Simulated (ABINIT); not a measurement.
Crystal: AgBr.

```xyz
2
Lattice="0.0000 2.8702 2.8702 2.8702 0.0000 2.8702 2.8702 2.8702 0.0000" Properties=species:S:1:pos:R:3 pbc="T T T"
Ag    0.0000    0.0000    0.0000
Br    2.8702    2.8702    2.8702
```

Base run:

```yaml
Program: ABINIT 10.8.3 (patched build)
Functional: r2SCAN
Potentials_or_basis: Ansatz PAW PBE default generated set, frozen core
Cutoff: 490 eV
k_mesh: 6 × 6 × 6
Occupations: fermi-dirac, width 0.05 eV
Spin: no spin polarisation
```

Its results: band gap on the k mesh 1.29 eV, indirect (least direct gap 3.29 eV); pressure 1.0 GPa.

Problem. The run is repeated on the same cell with these changes: potentials or basis from Ansatz PAW PBE default generated set, frozen core to SG15 NC PBE v1.2; cutoff from 490 eV to 844 eV. What comes out?

Solution. Band gap on the k mesh 1.18 eV, indirect (least direct gap 3.13 eV); pressure 1.1 GPa.

Caveats: the PAW data sets were made with another functional, which shifts forces and pressure a little (some runs); the potentials were made for another functional, which shifts forces and pressure (some runs).
